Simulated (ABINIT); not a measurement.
Runs of ABINIT 10.8.3 (patched build) on CuI (Marshite). Symmetry: F-43m, No. 216, cubic system. The conventional cell has a = 6.063 Å, b = 6.063 Å, c = 6.063 Å, α = 90.00°, β = 90.00°, γ = 90.00°. Around I (site symmetry -43m) lie 4 Cu at 2.63 Å. Cu (site symmetry -43m) is surrounded by 4 I at 2.63 Å. 

```tsv
task	level	potentials or basis	k mesh	cutoff (eV)	fine-grid cutoff	most SCF steps	SCF threshold (tolvrs)	other keys	mesh quality	gap on the mesh (eV)	pressure (GPa)
single point	PBE	JTH PAW PBE v2.0	8 × 8 × 8	707	1306.15 eV	-	-	-	not flagged	1.11	0.8
single point	HSE06	SPMS NC PBE v1.0	3 × 3 × 3	925	-	60	1e-07	tolvrs = 1e-07	coarse	2.43	0.8
single point	HSE06	SPMS NC PBE v1.0	3 × 3 × 3	925	-	60	-	-	coarse	2.43	0.8
single point	HSE06	PseudoDojo NC SR PBE v0.4.1 standard	3 × 3 × 3	1143	-	60	-	-	coarse	(a)	-
```

Alike in all rows: no spin polarisation; cell as given; smearing fermi-dirac 0.05 eV.

Question: Fill in the values left out.

Answer: (a) 2.46.

Caveats: some runs use coarse meshes; spin-orbit coupling is left out, which moves the levels of the heavy elements; exact exchange is summed on a coarse mesh, which widens gaps by tenths of an eV (some runs); Libxc's HSE differs a little from that of other programs (some runs); the potentials were made for another functional, which shifts forces and pressure (some runs).

A k mesh can miss the band edges, and the runs leave out spin-orbit coupling on I.
